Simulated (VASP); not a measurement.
Crystal: Se.

```
Se
1.0
    -1.70345    1.70345    1.70345
     1.70345   -1.70345    1.70345
     1.70345    1.70345   -1.70345
Se
1
Cartesian
  0.0000 0.0000 0.0000
```

This isn't the form of Se at room conditions, which is trigonal, of chains.

- Program: VASP 6.6.1
- Task: relaxation of cell and atoms
- Functional: PBE
- Potentials or basis: VASP PAW PBE potentials, release 64 (Se)
- Cutoff: 600 eV
- k mesh: 16 × 16 × 16
- Occupations: methfessel-paxton, width 0.1 eV
- Spin: no spin polarisation

At the start: pressure 2.2 GPa; volume 19.77 Å³/atom.

Q: Where does the relaxation end?

A: Over 3 steps the energy falls by 3.8 meV/atom and the volume is 20.35 Å³/atom (+2.9 %); space group Im-3m (No. 229, to 0.05 Å).

Step by step:
```
step  energy change (eV)  largest force (eV/Å)  pressure (GPa)  volume (Å³)
   1              0.0000                0.0000            2.17        19.77
   2             -0.0034                0.0000           -0.66        20.55
   3             -0.0038                0.0000            0.00        20.35
```

Final structure:
```
Se
1.0
    -1.71996    1.71996    1.71996
     1.71996   -1.71996    1.71996
     1.71996    1.71996   -1.71996
Se
1
Direct
  0.00000 0.00000 0.00000
```
